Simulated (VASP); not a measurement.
# Ge under changes of volume

One of the cells (18.610 Å³/atom); the others are scaled copies at fixed shape and fractional positions:

```
CELL_PARAMETERS angstrom
1.34339 -2.64746 0.00000
1.34339 2.64746 0.00000
0.00000 0.00000 2.61626
ATOMIC_POSITIONS crystal
Ge 0.50000 0.50000 0.00000
```

This isn't the form of Ge at room conditions, which is diamond.

| Item | Value |
| --- | --- |
| Program | VASP 6.6.1 |
| Functional | PBEsol |
| Potentials or basis | VASP PAW PBE potentials, release 64 (Ge_d) |
| Cutoff | 520 eV |
| k mesh | 10 × 10 × 8 |
| Occupations | fermi-dirac, width 0.05 eV |
| Spin | no spin polarisation |

```tsv
volume (Å³/atom)	energy over the lowest point (meV/atom)	pressure (GPa)
17.865	?	?
18.238	1.98	2.0
18.610	0.00	0.4
18.982	1.49	-1.1
19.354	6.22	-2.3
```

Task: What does the run at 17.865 Å³/atom give?

Result: Energy over the lowest point 7.64 meV/atom; pressure 3.7 GPa.

Worked out: A Birch-Murnaghan fit of order 2 (a polynomial in V^(-2/3)) to the other rows has its minimum at 18.63 Å³/atom with B0 = V·E''(V) = 75 GPa at fixed shape and positions, which overstates the stiffness. It gives 7.90 meV/atom at 17.865 Å³/atom, against the run's 7.64, and -dE/dV = 3.4 GPa, against 3.7.

Energies are extrapolated to zero smearing.

Caveats: the PAW data sets were made with another functional, which shifts forces and pressure a little.
